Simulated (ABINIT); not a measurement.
# MgB2: single point with PBEsol

Crystal: MgB2.

```
Mg B
1.0
     3.07340    0.00000    0.00000
    -1.53670    2.66164    0.00000
     0.00000    0.00000    3.48038
Mg B
1 2
Cartesian
  0.0000 0.0000 0.0000
  1.5367 0.8872 1.7402
  0.0000 1.7744 1.7402
```

The cell isn't the ideal one: cell relaxed.

```
Program             : ABINIT 10.8.3 (patched build)
Task                : single point
Functional          : PBEsol
Potentials or basis : PseudoDojo NC SR PBEsol v0.4.1 standard
Cutoff              : 1143 eV
k mesh              : 8 × 8 × 6
Occupations         : fermi-dirac, width 0.05 eV
Spin                : no spin polarisation
```

The pressure is 0.0 GPa and the band gap on the k mesh is none (metal or under the smearing width). The valence electrons inside the program's atomic spheres are Mg 8.37; B 2.65.

Levels at points of the mesh, in eV from the Fermi level:
```
           k point  band 4  band 5  band 6  band 7  band 8  band 9  band 10  band 11  band 12
(0.00, 0.00, 0.00)  -41.74  -12.52   -2.89    0.36    0.36    1.83     6.29     6.29     8.18
(0.50, 0.00, 0.00)  -41.73   -8.58   -7.93   -2.22    0.27    3.16     3.85     5.50     7.34
(0.00, 0.00, 0.50)  -41.75  -11.17   -7.52    0.76    0.76    6.65     6.65     7.95    10.08
(0.50, 0.00, 0.50)  -41.74   -7.55   -6.97   -3.63   -1.91   -1.33     5.76     8.87     8.94
```

It took 7.1 s on 4 MPI ranks on Arm Neoverse V2, on a shared host, peak memory 0.28 GiB a rank.
